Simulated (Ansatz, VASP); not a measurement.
**Sn in VASP and in Ansatz**

```xyz
1
Lattice="-1.7035 1.9751 1.9747 1.7035 -1.9751 1.9747 1.7035 1.9751 -1.9747" Properties=species:S:1:pos:R:3 pbc="T T T"
Sn    0.0000    0.0000    0.0000
```

Alike in both runs: functional PBE; dispersion D3(BJ); k mesh 16 × 16 × 16; occupations gaussian, width 0.1 eV; no spin polarisation.

Ansatz relaxed the structure, and its values are those at the end. VASP's run is a single point on that final structure, the one shown.

|  | VASP | Ansatz |
| --- | --- | --- |
| version | VASP 6.6.1 | Ansatz 0.2.0 |
| potentials or method | VASP PAW PBE potentials, release 64 (Sn_d) | scalar-relativistic, plane waves, PAW |
| plane-wave cutoff (eV) | 520 | 420 |
| valence electrons in the cell | 14 | 14 |

|  | VASP | Ansatz | Ansatz less VASP |
| --- | --- | --- | --- |
| gap on the k mesh at the Fermi level (eV) | none | none | - |
| pressure (GPa) | 0.0 | 0.0 | +0.04 |

A gap of «none» marks a metal or a gap that the smearing closes.

Caveats: pairwise dispersion overbinds metals, which lowers pressure and volume.
